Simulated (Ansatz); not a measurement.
Cr2O3, space group R-3, a single point

With Ansatz 0.2.0 through its Python package.

Run as a notebook:

**Cell 1**
```python
from pathlib import Path

import ansatz as az
from ase.io.cube import read_cube_data
from ase.units import Bohr
import numpy as np
from pymatgen.core import Structure
from scipy.ndimage import map_coordinates
```

**Cell 2**
```python
structure = (
    az.Lattice.of([2.528713, 1.459953, 4.693421], [-2.528713, 1.459953, 4.693421], [0.0, -2.919906, 4.693421])
    .atom("Cr", [0.0, 0.0, 0.0])
    .atom("Cr", [0.312513, 0.312513, 0.312513])
    .atom("Cr", [0.5, 0.5, 0.5])
    .atom("Cr", [0.687487, 0.687487, 0.687487])
    .atom("O", [0.285045, 0.886329, 0.609595])
    .atom("O", [0.390405, 0.714955, 0.113671])
    .atom("O", [0.113671, 0.390405, 0.714955])
    .atom("O", [0.886329, 0.609595, 0.285045])
    .atom("O", [0.609595, 0.285045, 0.886329])
    .atom("O", [0.714955, 0.113671, 0.390405])
    .moments(Cr=3.9)
)
```

**Cell 3**
```python
calc = (
    structure.calculation()
    .occupations("Fermi-Dirac", width=50 * az.meV)
    .pseudopotentials("paw")
    .spin(az.SpinTreatment.COLLINEAR)
    .basis(550)
    .functional("r2scan")
    .kpoints(6)
    .density()
    .populations()
    .output_files(volumetric_format=["cube", "npy"])
)
done = calc.run()
report = done.report
```
Output:
```text
RunWarning: an SCF from antiferromagnetic starting moments (-3.90, 3.90, -3.90, 3.90, 0.00, 0.00, 0.00, 0.00, 0.00, 0.00 Bohr magnetons, atom by atom) was not made, by what the run has read of turns of its moments that order reads lower: the deck asks for what bars it, or types moments that do [...]
```

**Cell 4**
```python
sorted(key for key in report if key.endswith("_ev"))
```
Output:
```text
['eigenvalues_ev', 'energy_sigma0_ev', 'entropy_ts_ev', 'fermi_energy_ev', 'free_energy_ev',
 'gap_by_band_count_ev', 'harris_foulkes_ev', 'internal_energy_ev', 'lagrangian_above_aufbau_ev',
 'lagrangian_ev', 'lagrangian_sigma0_ev', 'loop_eigenvalues_ev', 'loop_fermi_energy_ev',
 'occupations_fermi_energy_ev', 'residual_norms_ev']
```

**Cell 5**
```python
done.unlabelled_reasons
```
Output:
```text
['no_forces', 'lower_state_seen']
```

**Cell 6**
```python
report["mixing_algorithm"], report["preconditioner"], report["eigensolver"]
```
Output:
```text
('Broyden', 'Resta', 'band_cg')
```

**Cell 7**
```python
print(f"free energy      {report['free_energy_ev']:.5f} eV")
print(f"per atom         {report['free_energy_ev'] / len(done.lattice.sites):.5f} eV")
print(f"SCF iterations   {report['n_iterations']}  (converged: {report['converged']})")

print("site moments (muB):", [round(m, 2) for m in report["site_moments_mub"]])
print("electrons up, down:", [round(n, 3) for n in report["spin_occupation_sums"]])
```
Output:
```text
free energy      -16950.08653 eV
per atom         -1695.00865 eV
SCF iterations   14  (converged: True)
site moments (muB): [2.48, 2.43, 2.53, 2.43, 0.02, 0.02, 0.02, 0.02, 0.02, 0.02]
electrons up, down: [52.0, 40.0]
```

**Cell 8**
```python
final = Structure(done.lattice.cell_ang, [s.symbol for s in done.lattice.sites], [s.position_frac for s in done.lattice.sites])
rho = done.density()
total = sum(channel.density_e_per_ang3 for channel in rho.channels[:2])
grid_cell = np.asarray(rho.fft_grid_basis) @ done.lattice.cell_ang
partner = min(final.get_neighbors(final[0], 5.0), key=lambda n: n.nn_distance)
line = np.linspace(final[0].coords, partner.coords, 13)
points = (line @ np.linalg.inv(grid_cell)) * rho.dims
values = map_coordinates(total, points.T, order=3, mode="grid-wrap")
print(f"from {final[0].specie} to {partner.specie}, {partner.nn_distance:.3f} A")
for t, value in zip(np.linspace(0, partner.nn_distance, 13), values):
    print(f"{t:7.3f} A  {value:9.4f} e/A^3")

print(len(report["kpoints_frac"]), "irreducible k-points (fractions, weight)")
for k, weight in list(zip(report["kpoints_frac"], report["kweights"]))[:20]:
    print("  {:8.4f} {:8.4f} {:8.4f}".format(*k), f"{weight:10.6f}")
```
Output:
```text
from Cr to O, 2.001 A
  0.000 A    22.7783 e/A^3
  0.167 A    19.6893 e/A^3
  0.334 A    12.7150 e/A^3
  0.500 A     6.0792 e/A^3
  0.667 A     2.1343 e/A^3
  0.834 A     0.7379 e/A^3
  1.001 A     0.5792 e/A^3
  1.168 A     0.8392 e/A^3
  1.334 A     1.5550 e/A^3
  1.501 A     3.1543 e/A^3
  1.668 A     5.3816 e/A^3
  1.835 A     7.0439 e/A^3
  2.001 A     7.5709 e/A^3
40 irreducible k-points (fractions, weight)
    0.0000   0.0000   0.0000   0.004630
    0.0000   0.0000   0.1667   0.027778
    0.0000   0.0000   0.3333   0.027778
    0.0000   0.0000  -0.5000   0.013889
    0.0000   0.1667   0.1667   0.027778
    0.0000   0.1667   0.3333   0.027778
    0.0000   0.1667  -0.5000   0.027778
    0.0000   0.1667  -0.3333   0.027778
    0.0000   0.1667  -0.1667   0.027778
    0.0000   0.3333   0.1667   0.027778
    0.0000   0.3333   0.3333   0.027778
    0.0000   0.3333  -0.5000   0.027778
    0.0000   0.3333  -0.3333   0.027778
    0.0000   0.3333  -0.1667   0.027778
    0.0000  -0.5000   0.1667   0.027778
    0.0000  -0.5000   0.3333   0.027778
    0.0000  -0.5000  -0.5000   0.013889
    0.1667   0.1667   0.1667   0.009259
    0.1667   0.1667   0.3333   0.027778
    0.1667   0.1667  -0.5000   0.027778
```

**Cell 9**
```python
files = Path(done.write_results("tables"))
print((files / "populations.tsv").read_text())
```
Output:
```text
# site	symbol	l	j	q_up	q_dn
# orbitals = lowdin
# n_electrons = 92.000000
# spilling = 0.005390
0	Cr	0_3S	-	0.995531	0.995430
0	Cr	0_4S	-	0.207559	0.171505
0	Cr	1_3P	-	2.995225	2.995575
0	Cr	2_3D	-	3.579769	0.734917
1	Cr	0_3S	-	0.995284	0.995035
1	Cr	0_4S	-	0.211386	0.165487
1	Cr	1_3P	-	2.995406	2.995245
1	Cr	2_3D	-	3.593524	0.762151
2	Cr	0_3S	-	0.995954	0.995733
2	Cr	0_4S	-	0.206691	0.172980
2	Cr	1_3P	-	2.995199	2.995171
2	Cr	2_3D	-	3.594301	0.688271
3	Cr	0_3S	-	0.995284	0.995035
3	Cr	0_4S	-	0.211386	0.165487
3	Cr	1_3P	-	2.995406	2.995245
3	Cr	2_3D	-	3.593524	0.762151
4	O	0_2S	-	0.879716	0.876053
4	O	1_2P	-	2.536170	2.500946
5	O	0_2S	-	0.879716	0.876053
5	O	1_2P	-	2.536170	2.500946
6	O	0_2S	-	0.879716	0.876053
6	O	1_2P	-	2.536170	2.500946
7	O	0_2S	-	0.879716	0.876053
7	O	1_2P	-	2.536170	2.500946
8	O	0_2S	-	0.879716	0.876053
8	O	1_2P	-	2.536170	2.500946
9	O	0_2S	-	0.879716	0.876053
9	O	1_2P	-	2.536170	2.500946
```

**Cell 10**
```python
folder = Path(done.write_results("cubes"))
print("\n".join((folder / "rho.cube").read_text().splitlines()[: 6 + 6]))
values, cube_atoms = read_cube_data(str(folder / "rho.cube"))
print("electrons from the file:", round(values.mean() * cube_atoms.get_volume() / Bohr ** 3, 3))
```
Output:
```text
ansatz rho
values in e/bohr^3 (x slowest, z fastest)
   10    0.000000    0.000000    0.000000
   45    0.106191    0.061309    0.197095
   45   -0.106191    0.061309    0.197095
   45    0.000000   -0.122618    0.197095
   24   24.000000    0.000000    0.000000    0.000000
   24   24.000000    0.000000    0.000000    8.315296
   24   24.000000    0.000000    0.000000   13.303920
   24   24.000000    0.000000    0.000000   18.292545
    8    8.000000   -2.873281   -0.131920   15.795913
    8    8.000000   -1.550886    2.422374   10.811928
electrons from the file: 92.0
```

Caveats:
- Absolute energies stand on the zero of these potentials, so only differences at equal settings mean something.
- Other magnetic orders than the one started from may lie lower.
- Semilocal gaps usually lie well under measured ones.
- An opening on this mesh may only mean that it misses a point where bands touch.
- Without a Hubbard U or exact exchange, semilocal functionals often make such 3d compounds metallic or too weakly gapped.
- Densities and potentials on the grid are those of the valence electrons, and inside the cores they hang on the potentials used.
- The structure comes from a database of computed cells and needn't be a stable or known phase.
- Levels are Kohn-Sham eigenvalues on this mesh.
- Warnings are shown shortened and without file and line.
- Wall time of the script: 55 s on 1 thread of Intel(R) Xeon(R) 6975P-C (Granite Rapids) (shared host), peak memory 1.2 GiB.

(Lines on the test bed's own set-up are left out of the output.)
